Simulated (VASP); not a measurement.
# GaN (Fm-3m) in VASP: notebook

The runs below take GaN through relaxation of cell and atoms, with BLYP+D4, BLYP.

Program: VASP 6.6.1. These are calculated values, not measurements. Logs are shortened: lines on timing, memory, paths and dates and some standing lists are left out, and cuts for length are marked.

### 1 The crystal as given

The structure is cubic, space group Fm-3m (No. 225). Conventional cell: a = 4.270 Å, b = 4.270 Å, c = 4.270 Å, α = 90.00°, β = 90.00°, γ = 90.00°. Ga (site symmetry m-3m) has 6 N at 2.14 Å as nearest neighbours. Around N (site symmetry m-3m) lie 6 Ga at 2.14 Å.

Measurements of this composition are mostly on another form, of space group No. 186.

### 2 Relaxation of cell and atoms, BLYP+D4

INCAR reads:

```
PREC     = Accurate       # precision mode
ENCUT    = 600            # plane-wave cutoff, eV
EDIFF    = 1E-7           # SCF threshold, eV
ISMEAR   = -1             # smearing method
SIGMA    = 0.05           # smearing width, eV
LREAL    = F              # projectors in reciprocal space
LASPH    = T              # aspherical terms in the spheres
NELM     = 60             # most SCF steps
ALGO     = Fast           # electronic algorithm
ISIF     = 3              # what is computed and relaxed
LWAVE    = F              # write WAVECAR
LCHARG   = F              # write CHGCAR
GGA      = B5             # functional
ALDAX    = 1.0          
AGGAX    = 1.0          
AGGAC    = 1.0          
ALDAC    = 0.0          
IVDW     = 13             # dispersion correction
VDW_S6   = 1.0          
VDW_S8   = 2.34076671   
VDW_A1   = 0.44488865   
VDW_A2   = 4.0933009    
IBRION   = 2              # ionic algorithm
NSW      = 40             # ionic steps
EDIFFG   = -0.01          # ionic threshold
```

KPOINTS reads:

```
regular mesh
0
Gamma
  11 11 11
```

POSCAR reads:

```
GaN
1.0
    0.0000000000      2.1352350000      2.1352350000
    2.1352350000      0.0000000000      2.1352350000
    2.1352350000      2.1352350000      0.0000000000
Ga N
1 1
Direct
    0.0000000000      0.0000000000      0.0000000000
    0.5000000000      0.5000000000      0.5000000000
```

Potentials or basis: VASP PAW PBE potentials, release 64 (Ga_d, N).

On the command line:

```
$ cat potpaw_PBE.64/Ga_d/POTCAR potpaw_PBE.64/N/POTCAR > POTCAR
$ mpirun -np 1 vasp_std > vasp.out
```

OUTCAR:

```text
PREC = Accurate
   ENCUT = 600
   EDIFF = 1E-7
   ISMEAR = -1
   LREAL = F
   LASPH = T
   NELM = 60
   ISIF = 3
   GGA = B5
   IVDW = 13
   IBRION = 2
   NSW = 40
   EDIFFG = -0.01

 ion  position               nearest neighbor table
   1  0.000  0.000  0.000-   2 2.14   2 2.14   2 2.14   2 2.14   2 2.14   2 2.14
   2  0.500  0.500  0.500-   1 2.14   1 2.14   1 2.14   1 2.14   1 2.14   1 2.14

  LATTYP: Found a face centered cubic cell.
 ALAT       =     4.2704700000

  Lattice vectors:

 A1 = (   0.0000000000,   2.1352350000,   2.1352350000)
 A2 = (   2.1352350000,   0.0000000000,   2.1352350000)
 A3 = (   2.1352350000,   2.1352350000,   0.0000000000)

Analysis of symmetry for initial positions (statically):
=====================================================================
 Subroutine PRICEL returns:
 Original cell was already a primitive cell.

 Routine SETGRP: Setting up the symmetry group for a
 face centered cubic supercell.

 Subroutine GETGRP returns: Found 48 space group operations
 (whereof 48 operations were pure point group operations)
 out of a pool of 48 trial point group operations.

The static configuration has the point symmetry O_h .

Analysis of symmetry for dynamics (positions and initial velocities):
=====================================================================
 Subroutine PRICEL returns:
 Original cell was already a primitive cell.

 Routine SETGRP: Setting up the symmetry group for a
 face centered cubic supercell.

 Subroutine GETGRP returns: Found 48 space group operations
 (whereof 48 operations were pure point group operations)
 out of a pool of 48 trial point group operations.

The dynamic configuration has the point symmetry O_h .

 Subroutine INISYM returns: Found 48 space group operations
 (whereof 48 operations are pure point group operations),
 and found     1 'primitive' translations

----------------------------------------------------------------------------------------

                                     Primitive cell

  volume of cell :      19.4700

  direct lattice vectors                    reciprocal lattice vectors
     0.000000000  2.135235000  2.135235000    -0.234166263  0.234166263  0.234166263
     2.135235000  0.000000000  2.135235000     0.234166263 -0.234166263  0.234166263
     2.135235000  2.135235000  0.000000000     0.234166263  0.234166263 -0.234166263

  length of vectors
     3.019678296  3.019678296  3.019678296     0.405587864  0.405587864  0.405587864

  position of ions in fractional coordinates (direct lattice)
     0.000000000  0.000000000  0.000000000
     0.500000000  0.500000000  0.500000000

  ion indices of the primitive-cell ions
   primitive index   ion index
                 1           1
                 2           2

----------------------------------------------------------------------------------------

 KPOINTS: regular mesh

Automatic generation of k-mesh.
 Grid dimensions read from file:
 generate k-points for:   11   11   11

 Generating k-lattice:

  Cartesian coordinates                     Fractional coordinates (reciprocal lattice)
    -0.021287842  0.021287842  0.021287842     0.090909091  0.000000000  0.000000000
     0.021287842 -0.021287842  0.021287842     0.000000000  0.090909091  0.000000000
     0.021287842  0.021287842 -0.021287842     0.000000000  0.000000000  0.090909091

  Length of vectors
     0.036871624  0.036871624  0.036871624

  Shift w.r.t. Gamma in fractional coordinates (k-lattice)
     0.000000000  0.000000000  0.000000000

 Subroutine IBZKPT returns following result:
 ===========================================

 Found     56 irreducible k-points:

 Following reciprocal coordinates:
            Coordinates               Weight
  0.000000  0.000000  0.000000      1.000000
  0.090909  0.000000  0.000000      8.000000
  0.181818  0.000000  0.000000      8.000000
  0.272727  0.000000  0.000000      8.000000
  0.363636  0.000000  0.000000      8.000000
  0.454545  0.000000  0.000000      8.000000
[... 16 lines left out ...]
 -0.272727  0.181818  0.000000     24.000000
 -0.181818  0.181818  0.000000     12.000000
 [... further k-points ...]
   k-points           NKPTS =     56   k-points in BZ     NKDIM =     56   number of bands    NBANDS=     13
   number of dos      NEDOS =    301   number of ions     NIONS =      2
   total plane-waves  NPLWV =  13824
   dimension x,y,z NGX =    24 NGY =   24 NGZ =   24
   dimension x,y,z NGXF=    48 NGYF=   48 NGZF=   48
   ions per type =               1   1
   NGX,Y,Z   is equivalent  to a cutoff of  13.21, 13.21, 13.21 a.u.
   NGXF,Y,Z  is equivalent  to a cutoff of  26.43, 26.43, 26.43 a.u.
 SYSTEM =  unknown system
   PREC   = accura    normal or accurate (medium, high low for compatibility)
   ISTART =      0    job   : 0-new  1-cont  2-samecut
   ICHARG =      2    charge: 1-file 2-atom 10-const
   ISPIN  =      1    spin polarized calculation?
   LNONCOLLINEAR =      F non collinear calculations
   LSORBIT =      F    spin-orbit coupling
   LASPH  =      T    aspherical Exc in radial PAW
   ENCUT  =  600.0 eV  44.10 Ry    6.64 a.u.   6.03  6.03  6.03*2*pi/ulx,y,z
   NELM   =     60;   NELMIN=  2; NELMDL= -5     # of ELM steps
   EDIFF  = 0.1E-06   stopping-criterion for ELM
   LREAL  =      F    real-space projection
   EDIFFG = -.1E-01   stopping-criterion for IOM
   NSW    =     40    number of steps for IOM
   IBRION =      2    ionic relax: 0-MD 1-quasi-New 2-CG
   NFREE  =      1    steps in history (QN), initial steepest desc. (CG)
   ISIF   =      3    stress and relaxation
   ISYM   =      2    0-nonsym 1-usesym 2-fastsym
   POTIM  = 0.5000    time-step for ionic-motion
   TEBEG  =    0.0;   TEEND  =   0.0 temperature during run
   PSTRESS=    0.0 pullay stress
   NELECT =      18.0000    total number of electrons
   NUPDOWN=      -1.0000    fix difference up-down
   EMIN   =  10.00;   EMAX   =-10.00  energy-range for DOS
   EFERMI =   0.00;   METHOD = LEGACY
   ISMEAR =    -1;   SIGMA  =   0.05  broadening in eV -4-tet -1-fermi 0-gaus
   EFERMI_NEDOS =   21; number of points for ismear=-14 and -15
   IALGO  =     68    algorithm
   IMIX   =      4    mixing-type and parameters
     AMIX     =   0.40;   BMIX     =  1.00
     AMIX_MAG =   1.60;   BMIX_MAG =  1.00
  volume/ion in A,a.u.               =       9.74        65.70
  Fermi-wavevector in a.u.,A,eV,Ry     =   1.594814  3.013761 34.605481  2.543431
  Thomas-Fermi vector in A             =   2.692830
   LORBIT       =      0    0 simple, 1 ext, 2 COOP (PROOUT), +10 PAW based schemes
   GGA     = B5    functional components
   LHFCALC =     F    Hartree Fock is set to
   AEXX    =    0.0000 exact exchange contribution
   IVDW    =    13    specifies the selected vdW correction
   LEPSILON=     F    determine dielectric tensor
   LRPA    =     F    only Hartree local field effects (RPA)
 conjugate gradient relaxation of ions
 non-spin polarized calculation
 RMM-DIIS sequential band-by-band and
  energy-cutoff  :      600.00
  volume of cell :       19.47
 maximum number of plane-waves:       662
   NGX = 13   NGY = 13   NGZ = 13

--------------------------------------- Ionic step        1  -------------------------------------------

 number of electron      18.0000005 magnetization

 Free energy of the ion-electron system (eV)
  ---------------------------------------------------
  ext. energy  EPLUGINS =         0.00000000
  ---------------------------------------------------
  free energy    TOTEN  =        -9.83295008 eV

  energy without entropy =       -9.83283270  energy(sigma->0) =       -9.83289139

------------------------ aborting loop because EDIFF is reached ----------------------------------------

  DFT-D4 for vdW energy calculation

  Edisp (eV):   -1.72925

  FORCE on cell =-STRESS in cart. coord.  units (eV):
  Direction    XX          YY          ZZ          XY          YZ          ZX
  --------------------------------------------------------------------------------------
  -------------------------------------------------------------------------------------
  Total      -0.70471    -0.70471    -0.70471     0.00000     0.00000    -0.00000
  in kB     -57.99019   -57.99019   -57.99019     0.00000     0.00000    -0.00000
  external pressure =      -57.99 kB  Pullay stress =        0.00 kB
[... 181 lines left out ...]
  energy  without entropy=      -11.5722190943  energy(sigma->0) =      -11.57223227

--------------------------------------- Ionic step        6  -------------------------------------------

 number of electron      18.0000009 magnetization

 Free energy of the ion-electron system (eV)
  ---------------------------------------------------
  ext. energy  EPLUGINS =         0.00000000
  ---------------------------------------------------
  free energy    TOTEN  =        -9.79284447 eV

  energy without entropy =       -9.79281918  energy(sigma->0) =       -9.79283183

 E-fermi :   8.6373     XC(G=0): -12.4515

 val. band max:        8.2834959429   @ k =  -0.1818   0.1818   0.0000
 cond. band min:       8.9187526754   @ k =   0.4545   0.4545   0.0000
 fundamental gap:      0.6352567325
 Fermi energy:         8.6373333582

 k-point     1 :       0.0000    0.0000    0.0000
  band No.  band energies     occupation
      1      -8.8711      2.00000
      2      -5.8535      2.00000
      3      -5.8535      2.00000
      4      -5.8535      2.00000
      5      -5.7633      2.00000
      6      -5.7633      2.00000
      7       7.7513      2.00000
      8       7.7513      2.00000
      9       7.7513      2.00000
     10      10.5358      0.00000
     11      23.3330      0.00000
     12      23.3330      0.00000
     13      23.3330      0.00000
[... 353 lines left out ...]
 k-point    24 :      -0.1818    0.1818    0.0000
  band No.  band energies     occupation
      1      -7.4084      2.00000
      2      -5.9104      2.00000
      3      -5.9096      2.00000
      4      -5.8867      2.00000
      5      -5.7650      2.00000
      6      -5.5409      2.00000
      7       3.4538      2.00000
      8       6.0027      2.00000
      9       8.2835      1.99831
     10      14.3928      0.00000
     11      16.9597      0.00000
     12      18.5094      0.00000
     13      18.9881      0.00000

 [... further k-points ...]

------------------------ aborting loop because EDIFF is reached ----------------------------------------

  DFT-D4 for vdW energy calculation

  Edisp (eV):   -1.77941

  FORCE on cell =-STRESS in cart. coord.  units (eV):
  Direction    XX          YY          ZZ          XY          YZ          ZX
  --------------------------------------------------------------------------------------
  -------------------------------------------------------------------------------------
  Total       0.00149     0.00149     0.00149     0.00000     0.00000     0.00000
  in kB       0.12572     0.12572     0.12572     0.00000     0.00000     0.00000
  external pressure =        0.13 kB  Pullay stress =        0.00 kB
[... 17 lines left out ...]
  FREE ENERGIE OF THE ION-ELECTRON SYSTEM (eV)
  ---------------------------------------------------
  free  energy   TOTEN  =       -11.5722525084 eV

  energy  without entropy=      -11.5722272173  energy(sigma->0) =      -11.57223986

 reached required accuracy - stopping structural energy minimisation
```

Wall time 56 s (1 thread of Intel Xeon 6975P-C (Granite Rapids), shared host); peak memory 0.15 GiB.

What came out:

* Free energy: -11.5723 eV
* Relaxed volume: 9.47 Å³/atom
* Relaxed cell: a = 2.992 Å, b = 2.992 Å, c = 2.992 Å, α = 60.00°, β = 60.00°, γ = 60.00°
* Space group after relaxing (to 0.05 Å): Fm-3m (No. 225)
* Energy gained by relaxing: 5.0 meV/atom
* Ionic steps: 6
* Pressure after relaxing: 0.0 GPa
* Band gap on the k mesh: 0.64 eV, indirect (least direct gap 2.78 eV)
* Dispersion energy per atom: -0.890 eV

The path:
```
step  energy change (eV)  largest force (eV/Å)  pressure (GPa)  volume (Å³)
   1              0.0000                0.0000           -5.80        19.47
   2             -0.0028                0.0000            5.51        18.49
   3             -0.0100                0.0000           -0.19        18.93
   4             -0.0100                0.0000            0.20        18.92
   5             -0.0100                0.0000           -0.22        18.94
   6             -0.0100                0.0000            0.01        18.93
```

Final structure:
```xyz
2
Lattice="0.0000 2.1153 2.1153 2.1153 0.0000 2.1153 2.1153 2.1153 0.0000" Properties=species:S:1:pos:R:3 pbc="T T T"
Ga    2.1153    2.1153    0.0000
N     2.1153    2.1153    2.1153
```

Caveat: the PAW data sets were made with another functional, which shifts forces and pressure a little; an odd mesh through Γ misses points on the zone boundary, where band edges often lie.

(Part 1 of 2 ends here.)
